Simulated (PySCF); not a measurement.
Reproducing measurements on C6H7N

**Experimental background.**

Chong, Molecules 2021, 26, 1947 (electron spectra of vapor-phase indole and four azaindoles) lists, for the gas: C 1s binding energy of C5 289.85 eV; C 1s binding energy of C3/C7 289.95 eV; C 1s binding energy of C4/C6 290.25 eV; C 1s binding energy of C2 291.29 eV.

From CORE65 (Golze, Keller, Rinke, J. Phys. Chem. Lett. 2020, 11, 1840), as tabulated in Jana, Herbert, J. Chem. Phys. 2023, 158, 094111, SI, for the gas: N 1s binding energy of N1 405.31 eV.

The runs below try to reproduce these values; the comparison stands at the end.

C₆H₇N.
SMILES with atom numbers: `[NH2:1][c:2]1[cH:3][cH:4][cH:5][cH:6][cH:7]1` (hydrogens: H8, H9 on N1; H10 on C3; H11 on C4; H12 on C5; H13 on C6; H14 on C7)

Cartesian coordinates in Å at the PBE0-D3(BJ)/def2-TZVP level; atoms count from 1:
```xyz
14
C6H7N angstrom
N      2.3008   -0.1159    0.1012
C      0.9183   -0.0472    0.0388
C      0.2490    1.1391    0.3465
C     -1.1341    1.1891    0.3370
C     -1.8841    0.0648    0.0231
C     -1.2218   -1.1154   -0.2828
C      0.1609   -1.1770   -0.2761
H      2.7234   -0.8529   -0.4384
H      2.7837    0.7614   -0.0004
H      0.8229    2.0254    0.5977
H     -1.6308    2.1224    0.5778
H     -2.9661    0.1081    0.0159
H     -1.7887   -2.0054   -0.5322
H      0.6649   -2.1086   -0.5133
```

The PySCF runs (gas phase, on this PBE0-D3(BJ)/def2-TZVP geometry; non-relativistic but for the core-level run):

```tsv
level	job	basis functions
delta-SCF UKS SCAN, pcX-3 on the ionised atom, pcseg-2 elsewhere, spin-free X2C	ΔSCF core ionisation, 5 holes	362
```

## Comparison

**Core binding energies.** PySCF, delta-SCF UKS SCAN, pcX-3 on the ionised atom, pcseg-2 elsewhere, spin-free X2C.

```
level and atom  computed (eV)  measured (eV)  computed − measured (eV)
      C 1s, C5         289.50         289.85                     -0.35
   C 1s, C3/C7         289.68         289.95                     -0.27
   C 1s, C4/C6         289.89         290.25                     -0.36
      C 1s, C2         291.13         291.29                     -0.16
      N 1s, N1         405.27         405.31                     -0.04
```

Sources, in the order of the opening: Chong, Molecules 2021, 26, 1947 (electron spectra of vapor-phase indole and four azaindoles); CORE65 (Golze, Keller, Rinke, J. Phys. Chem. Lett. 2020, 11, 1840), as tabulated in Jana, Herbert, J. Chem. Phys. 2023, 158, 094111, SI. Against the first value of each row the mean signed difference is -0.24 eV and the largest in size -0.36 eV. The computed values are vertical, without vibrational structure; measured positions hang on the energy calibration. The first atom of each set that the bonding makes equivalent was ionised and stands for the set. Spin contamination (⟨S²⟩ against 0.75 for a pure doublet) is marked for C 1s of C2 (0.87), which makes this value less certain.

No measured geometry was used, and the causes of the misses weren't examined.
